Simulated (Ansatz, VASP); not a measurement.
**Two plane-wave programs on Pt**

```
Pt
1.0
     0.00000    2.00563    2.00563
     2.00563    0.00000    2.00563
     2.00563    2.00563    0.00000
Pt
1
Direct
  0.00000 0.00000 0.00000
```

Alike in both runs: task single point; functional PBEsol; k mesh 10 × 10 × 10; no spin polarisation.

|  | VASP | Ansatz |
| --- | --- | --- |
| version | VASP 6.6.1 | Ansatz 0.2.0 |
| potentials or method | VASP PAW PBE potentials, release 64 (Pt) | plane waves, PAW |
| plane-wave cutoff (eV) | 520 | 420 |
| occupations | methfessel-paxton of order 1, width 0.05 eV | cold, width 0.05 eV |
| valence electrons in the cell | 10 | 18 |

|  | VASP | Ansatz | Ansatz less VASP |
| --- | --- | --- | --- |
| pressure (GPa) | -17.2 | -16.8 | +0.40 |

The two sets of potentials don't hold the same shells in valence.

Caveats: so large a pressure means that the cell lies far from this level's equilibrium, or that cutoff or potentials fall short (VASP); the potentials were made for another functional, which shifts forces and pressure (VASP). Spin-orbit coupling is left out, which matters for the levels of Pt.
